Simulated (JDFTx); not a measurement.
# AlN (P6_3mc) in JDFTx: notebook, part 2 of 2

JDFTx 1.7.0 (patched build).

## Step 5: Single point, PBE

Input file AlN.in:

```
lattice \
    5.8827174260    -2.9413587130     0.0000000000 \
    0.0000000000     5.0945827342     0.0000000000 \
    0.0000000000     0.0000000000     9.4127258268
coords-type Lattice
ion Al     0.6666666667     0.3333333333     0.5000000000 1
ion Al     0.3333333333     0.6666666667     0.0000000000 1
ion N      0.6666666667     0.3333333333     0.8800000000 1
ion N      0.3333333333     0.6666666667     0.3800000000 1

ion-species pseudo/Al.upf
ion-species pseudo/N.upf
elec-cutoff 42 336
elec-ex-corr gga-PBE
kpoint-folding 10 10 6
elec-smearing Fermi 0.0018374661
elec-n-bands 14
electronic-SCF nIterations 100 energyDiffThreshold 1e-09
electronic-minimize nIterations 30 energyDiffThreshold 1e-7
converge-empty-states yes
forces-output-coords Cartesian

dump-name run.$VAR
dump End Ecomponents EigStats BandEigs Kpoints Forces Stress ElecDensity
```

Potentials or basis: PseudoDojo-SR-PBE-0.5-standard.

Started as:

```sh
jdftx -c 1 -i AlN.in -o AlN.out
```

What it wrote:

```text
*************** JDFTx 1.7.0 (patched build) ***************

Input parsed successfully to the following command list (including defaults):
[... the input with its defaults ...]

---------- Setting up symmetries ----------

Found 24 point-group symmetries of the bravais lattice
Found 12 space-group symmetries with basis
Applied RMS atom displacement 3.39639e-10 bohrs to make symmetries exact.

---------- Initializing the Grid ----------
R =
[      5.88272     -2.94136            0  ]
[            0      5.09458            0  ]
[            0            0      9.41273  ]
unit cell volume = 282.099
G =
[    1.06808   0.616654         -0  ]
[          0    1.23331          0  ]
[          0         -0    0.66752  ]
Minimum fftbox size, Smin = [  52  52  80  ]
Chosen fftbox size, S = [  54  54  80  ]

---------- Initializing tighter grid for wavefunction operations ----------
R =
[      5.88272     -2.94136            0  ]
[            0      5.09458            0  ]
[            0            0      9.41273  ]
unit cell volume = 282.099
G =
[    1.06808   0.616654         -0  ]
[          0    1.23331          0  ]
[          0         -0    0.66752  ]
Minimum fftbox size, Smin = [  36  36  56  ]
Chosen fftbox size, S = [  36  36  56  ]

---------- Exchange Correlation functional ----------
Initalized PBE GGA exchange.
[... 78 lines left out ...]
	FillingsUpdate:  mu: +0.300000000  nElectrons: 16.000000
SCF: Cycle: 10   F: -24.339349361887514   dF: -5.551e-09   |Residual|: 4.581e-06   |deigs|: 8.042e-05
	FillingsUpdate:  mu: +0.300000000  nElectrons: 16.000000
SCF: Cycle: 11   F: -24.339349364654442   dF: -2.767e-09   |Residual|: 1.133e-06   |deigs|: 9.588e-05
	FillingsUpdate:  mu: +0.300000000  nElectrons: 16.000000
SCF: Cycle: 12   F: -24.339349365335657   dF: -6.812e-10   |Residual|: 7.229e-07   |deigs|: 6.914e-05
	FillingsUpdate:  mu: +0.300000000  nElectrons: 16.000000
SCF: Cycle: 13   F: -24.339349365655444   dF: -3.198e-10   |Residual|: 3.389e-07   |deigs|: 1.591e-04
SCF: Converged (|Delta E|<1.000000e-09 for 2 iters).

Setting wave functions to eigenvectors of Hamiltonian
Converging empty states (this may take a while):
EmptyStates: None of the convergence criteria satisfied.
|deigs|: 1.306e-03

# Stress tensor in Cartesian coordinates [Eh/a0^3]:
[ -9.55973e-05            0            0  ]
[            0 -9.55973e-05            0  ]
[            0            0 -0.000151463  ]

# Ionic positions in lattice coordinates:
ion Al   0.666666666666667   0.333333333333333   0.500000000000000 1
ion Al   0.333333333333333   0.666666666666667   0.000000000000000 1
ion N   0.666666666666667   0.333333333333333   0.880000000000000 1
ion N   0.333333333333333   0.666666666666667   0.380000000000000 1

# Forces in Cartesian coordinates:
force Al  -0.000000000000000   0.000000000000000  -0.002538415049026 1
force Al  -0.000000000000000  -0.000000000000000  -0.002538415049026 1
force N  -0.000000000000000   0.000000000000000   0.002538656492096 1
force N   0.000000000000000  -0.000000000000000   0.002538656492096 1

# Energy components:
   Eewald =      -21.7432241418277208
       EH =        5.6889441049468310
     Eloc =      -16.0700353601331933
      Enl =       -1.3426564321912311
      Exc =       -8.4983432250339952
 Exc_core =        1.2492274786778994
       KE =       16.3767382099063035
-------------------------------------
     Etot =      -24.3393493656551065
       TS =        0.0000000000003358
-------------------------------------
        F =      -24.3393493656554440

IonicMinimize: Iter:   0  F: -24.339349365655444  |grad|_K:  1.466e-03
IonicMinimize: None of the convergence criteria satisfied after 0 iterations.

#--- Lowdin population analysis ---
# oxidation-state Al +1.086 +1.086
# oxidation-state N -1.023 -1.023

Dumping 'run.eigStats' ...
	eMin: -0.295419 at state 0 ( [ +0.000000 +0.000000 +0.000000 ] spin 0 )
	HOMO: +0.261143 at state 0 ( [ +0.000000 +0.000000 +0.000000 ] spin 0 )
	mu  : +0.300000
	LUMO: +0.416257 at state 0 ( [ +0.000000 +0.000000 +0.000000 ] spin 0 )
	eMax: +0.745432 at state 0 ( [ +0.000000 +0.000000 +0.000000 ] spin 0 )
	HOMO-LUMO gap: +0.155114
	Optical gap  : +0.155114 at state 0 ( [ +0.000000 +0.000000 +0.000000 ] spin 0 )
WARNING: the last solve of the electrons (or of bands or displaced states from it) ended unconverged.
Done!
[note: mu as printed may lie anywhere between the filled and the empty levels]
```

Wall time 2.1 min (1 thread of Arm Neoverse V2, shared host); peak memory 0.26 GiB.

Results:

```yaml
Free_energy: -662.3074 eV
Pressure: 3.4 GPa
Largest_force: 0.131 eV/Å
Band_gap_on_the_k_mesh: 4.22 eV, direct
Loewdin_charges: Al +1.09; N -1.02 e
```

Forces on the atoms (eV/Å):
```
Al   0.000  0.000 -0.131
Al   0.000  0.000 -0.131
N    0.000  0.000  0.131
N    0.000  0.000  0.131
```

Levels at points of the mesh, in eV from the valence-band top:
```tsv
k point	band 6	band 7	band 8	band 9
(0.00, 0.00, 0.00)	-0.18	-0.18	0.00	4.22
(0.00, 0.00, 0.50)	-0.52	-0.52	-0.52	6.47
(0.00, 0.50, 0.00)	-2.06	-1.77	-0.66	5.83
(0.00, 0.50, 0.50)	-1.44	-1.35	-1.35	5.34
```

Caveat: the empty levels aren't tightly converged.

## Step 6: Single point, PBEsol

AlN.in: that of step 5 with these lines changed.

```diff
@@ -1,5 +1,2 @@
-lattice \
-    5.8827174260    -2.9413587130     0.0000000000 \
-    0.0000000000     5.0945827342     0.0000000000 \
-    0.0000000000     0.0000000000     9.4127258268
+lattice Hexagonal 5.8827174260 9.4127258268
 coords-type Lattice
@@ -13,3 +10,3 @@
 elec-cutoff 42 336
-elec-ex-corr gga-PBE
+elec-ex-corr gga-PBEsol
 kpoint-folding 10 10 6
```

Potentials or basis: PseudoDojo-SR-PBEsol-0.4.1-standard.

Started as:

```sh
jdftx -c 1 -i AlN.in -o AlN.out
```

What it wrote:

```text
*************** JDFTx 1.7.0 (patched build) ***************

Input parsed successfully to the following command list (including defaults):
[... the input with its defaults ...]

---------- Setting up symmetries ----------

Found 24 point-group symmetries of the bravais lattice
Found 12 space-group symmetries with basis
Applied RMS atom displacement 3.39639e-10 bohrs to make symmetries exact.

---------- Initializing the Grid ----------
R =
[      5.88272     -2.94136            0  ]
[            0      5.09458            0  ]
[            0            0      9.41273  ]
unit cell volume = 282.099
G =
[    1.06808   0.616654         -0  ]
[          0    1.23331          0  ]
[          0         -0    0.66752  ]
Minimum fftbox size, Smin = [  52  52  80  ]
Chosen fftbox size, S = [  54  54  80  ]

---------- Initializing tighter grid for wavefunction operations ----------
R =
[      5.88272     -2.94136            0  ]
[            0      5.09458            0  ]
[            0            0      9.41273  ]
unit cell volume = 282.099
G =
[    1.06808   0.616654         -0  ]
[          0    1.23331          0  ]
[          0         -0    0.66752  ]
Minimum fftbox size, Smin = [  36  36  56  ]
Chosen fftbox size, S = [  36  36  56  ]

---------- Exchange Correlation functional ----------
Initalized PBEsol GGA exchange.
Initalized PBEsol GGA correlation.

---------- Setting up pseudopotentials ----------
Width of ionic core gaussian charges (only for fluid interactions / plotting) set to 0

Reading pseudopotential file 'pseudo/Al.upf':
  'Al' pseudopotential, 'PBESOL' functional
  Generated using ONCVPSP code by D. R. Hamann
  3 valence electrons, 2 orbitals, 6 projectors, 1001 radial grid points, with lMax = 2
    3S    l: 0   occupation:  2.0   eigenvalue: -0.283523
    3P    l: 1   occupation:  1.0   eigenvalue: -0.098840
  Core radius for overlap checks: 1.74 bohrs.

Reading pseudopotential file 'pseudo/N.upf':
  'N' pseudopotential, 'PBESOL' functional
[... 42 lines left out ...]
	FillingsUpdate:  mu: +0.399777272  nElectrons: 16.000000
	FillingsUpdate:  mu: +0.372350201  nElectrons: 16.000000
SCF: Cycle:  0   F: -24.306886258115213   dF: -1.365e-01   |Residual|: 1.227e-01   |deigs|: 5.745e-02
	FillingsUpdate:  mu: +0.300000000  nElectrons: 16.000000
SCF: Cycle:  1   F: -24.317117163350112   dF: -1.023e-02   |Residual|: 3.677e-02   |deigs|: 1.216e-02
	FillingsUpdate:  mu: +0.300000000  nElectrons: 16.000000
SCF: Cycle:  2   F: -24.317344341330557   dF: -2.272e-04   |Residual|: 1.368e-02   |deigs|: 7.615e-04
	FillingsUpdate:  mu: +0.300000000  nElectrons: 16.000000
SCF: Cycle:  3   F: -24.317387847497820   dF: -4.351e-05   |Residual|: 2.529e-03   |deigs|: 1.494e-03
	FillingsUpdate:  mu: +0.300000000  nElectrons: 16.000000
SCF: Cycle:  4   F: -24.317391251158369   dF: -3.404e-06   |Residual|: 1.395e-03   |deigs|: 2.759e-04
	FillingsUpdate:  mu: +0.300000000  nElectrons: 16.000000
SCF: Cycle:  5   F: -24.317393387559122   dF: -2.136e-06   |Residual|: 9.171e-05   |deigs|: 1.958e-04
	FillingsUpdate:  mu: +0.300000000  nElectrons: 16.000000
SCF: Cycle:  6   F: -24.317393722265990   dF: -3.347e-07   |Residual|: 1.051e-04   |deigs|: 8.807e-05
	FillingsUpdate:  mu: +0.300000000  nElectrons: 16.000000
SCF: Cycle:  7   F: -24.317393875156245   dF: -1.529e-07   |Residual|: 2.342e-05   |deigs|: 6.789e-05
	FillingsUpdate:  mu: +0.300000000  nElectrons: 16.000000
SCF: Cycle:  8   F: -24.317393915949761   dF: -4.079e-08   |Residual|: 9.988e-06   |deigs|: 6.006e-05
	FillingsUpdate:  mu: +0.300000000  nElectrons: 16.000000
SCF: Cycle:  9   F: -24.317393935893794   dF: -1.994e-08   |Residual|: 9.346e-06   |deigs|: 1.186e-04
	FillingsUpdate:  mu: +0.300000000  nElectrons: 16.000000
SCF: Cycle: 10   F: -24.317393940605477   dF: -4.712e-09   |Residual|: 4.824e-06   |deigs|: 1.072e-04
	FillingsUpdate:  mu: +0.300000000  nElectrons: 16.000000
SCF: Cycle: 11   F: -24.317393942830218   dF: -2.225e-09   |Residual|: 1.766e-06   |deigs|: 1.544e-04
	FillingsUpdate:  mu: +0.300000000  nElectrons: 16.000000
SCF: Cycle: 12   F: -24.317393943398546   dF: -5.683e-10   |Residual|: 1.001e-06   |deigs|: 1.414e-04
	FillingsUpdate:  mu: +0.300000000  nElectrons: 16.000000
SCF: Cycle: 13   F: -24.317393943652895   dF: -2.543e-10   |Residual|: 4.665e-07   |deigs|: 1.400e-04
SCF: Converged (|Delta E|<1.000000e-09 for 2 iters).

Setting wave functions to eigenvectors of Hamiltonian
Converging empty states (this may take a while):
EmptyStates: None of the convergence criteria satisfied.
|deigs|: 1.064e-03

# Stress tensor in Cartesian coordinates [Eh/a0^3]:
[  1.32794e-05            0            0  ]
[            0  1.32794e-05            0  ]
[            0            0 -3.89932e-05  ]

# Ionic positions in lattice coordinates:
ion Al   0.666666666666667   0.333333333333333   0.500000000000000 1
ion Al   0.333333333333333   0.666666666666667   0.000000000000000 1
ion N   0.666666666666667   0.333333333333333   0.880000000000000 1
ion N   0.333333333333333   0.666666666666667   0.380000000000000 1

# Forces in Cartesian coordinates:
force Al   0.000000000000000  -0.000000000000000  -0.002568399622351 1
force Al  -0.000000000000000   0.000000000000000  -0.002568399622351 1
force N  -0.000000000000000  -0.000000000000000   0.002568802606175 1
force N   0.000000000000000   0.000000000000000   0.002568802606175 1

# Energy components:
   Eewald =      -21.7432241418257419
       EH =        5.6118154683422077
     Eloc =      -15.9850238030511083
      Enl =       -1.3048408947733090
      Exc =       -8.4117883662907040
 Exc_core =        1.2125913806728228
       KE =       16.3030764132729935
-------------------------------------
     Etot =      -24.3173939436528421
       TS =        0.0000000000000535
-------------------------------------
        F =      -24.3173939436528954

IonicMinimize: Iter:   0  F: -24.317393943652895  |grad|_K:  1.483e-03
IonicMinimize: None of the convergence criteria satisfied after 0 iterations.

#--- Lowdin population analysis ---
# oxidation-state Al +1.061 +1.061
# oxidation-state N -0.999 -0.999

Dumping 'run.eigStats' ...
	eMin: -0.298406 at state 0 ( [ +0.000000 +0.000000 +0.000000 ] spin 0 )
	HOMO: +0.257647 at state 0 ( [ +0.000000 +0.000000 +0.000000 ] spin 0 )
	mu  : +0.300000
	LUMO: +0.409650 at state 0 ( [ +0.000000 +0.000000 +0.000000 ] spin 0 )
	eMax: +0.737551 at state 0 ( [ +0.000000 +0.000000 +0.000000 ] spin 0 )
	HOMO-LUMO gap: +0.152002
	Optical gap  : +0.152002 at state 0 ( [ +0.000000 +0.000000 +0.000000 ] spin 0 )
WARNING: the last solve of the electrons (or of bands or displaced states from it) ended unconverged.
Done!
[note: mu as printed may lie anywhere between the filled and the empty levels]
```

Run time: 2.2 min. Hardware: 1 thread of Arm Neoverse V2, shared host; peak memory 0.26 GiB.

What came out:

| Quantity | Value |
| --- | --- |
| Free energy | -661.7100 eV |
| Pressure | 0.1 GPa |
| Largest force | 0.132 eV/Å |
| Band gap on the k mesh | 4.14 eV, direct |
| Loewdin charges | Al +1.06; N -1.00 e |

Forces on the atoms (eV/Å):
```
Al   0.000  0.000 -0.132
Al   0.000  0.000 -0.132
N    0.000  0.000  0.132
N    0.000  0.000  0.132
```

Stress tensor (GPa, compression positive):
```
-0.39  0.00  0.00
 0.00 -0.39  0.00
 0.00  0.00  1.15
```

Caveat: the empty levels aren't tightly converged.

## Step 7: The runs side by side

```csv
level,potentials or basis,k mesh,local potential set to -Z/r beyond,mesh quality,gap on the mesh (eV),pressure (GPa),largest force (eV/Å)
PBE,PseudoDojo-SR-PBE-0.5-standard,5 × 5 × 3,-,coarse,4.22,3.3,0.13
PBE,PseudoDojo-SR-PBE-0.5-standard with smoothed tails,5 × 5 × 3,6 bohr,coarse,4.22,3.4,0.13
LDA,PseudoDojo-SR-LDA-0.4.1-standard,10 × 10 × 6,-,not flagged,4.26,-5.8,0.11
PBE,PseudoDojo-SR-PBE-0.5-standard,10 × 10 × 6,-,not flagged,4.22,3.4,0.13
PBEsol,PseudoDojo-SR-PBEsol-0.4.1-standard,10 × 10 × 6,-,not flagged,4.14,0.1,0.13
```

Alike in all rows: task single point; no spin polarisation; cell as given; cutoff (eV) 1143; smearing fermi-dirac 0.05 eV.

Caveats: some runs use coarse meshes; the empty levels aren't tightly converged.

Total energies depend on the potentials used, so only differences within one code and one set of settings carry meaning.

## Step 8: Against experiment

Step 4. Against the measured gap of AlN, 6.0343 eV (an exciton energy, a little under the gap; 0 K; quoted in “Structural and optical properties of self-assembled AlN nanowires grown on SiO2/Si substrates by molecular beam epitaxy”, 2024, arxiv:2402.00216), the calculated 4.26 eV is off by -1.78 eV. 2 values of this kind are on record (6.034 to 6.0343 eV); this one was drawn at random. The value is that of LDA on a finite k mesh, which can miss the band edges, without temperature or zero-point motion. Semilocal functionals fall short of measured gaps as a rule.

Step 5. Against the measured gap of AlN, 6.034 eV (an exciton energy, a little under the gap; 10 K; quoted in “Self-assembly of well-separated AlN nanowires directly on sputtered metallic TiN films”, 2019, arxiv:1910.07391), the calculated 4.22 eV is off by -1.81 eV. 2 values of this kind are on record (6.034 to 6.0343 eV); this one was drawn at random. The value is that of PBE on a finite k mesh, which can miss the band edges, without temperature or zero-point motion. Semilocal functionals fall short of measured gaps as a rule.

Step 6. Measured gap of AlN: 6.0343 eV (an exciton energy, a little under the gap; 0 K; quoted in “Structural and optical properties of self-assembled AlN nanowires grown on SiO2/Si substrates by molecular beam epitaxy”, 2024, arxiv:2402.00216). This calculation gives 4.14 eV (-1.90 eV). 2 values of this kind are on record (6.034 to 6.0343 eV); this one was drawn at random. The value is that of PBEsol on a finite k mesh, which can miss the band edges, without temperature or zero-point motion. Semilocal functionals fall short of measured gaps as a rule.
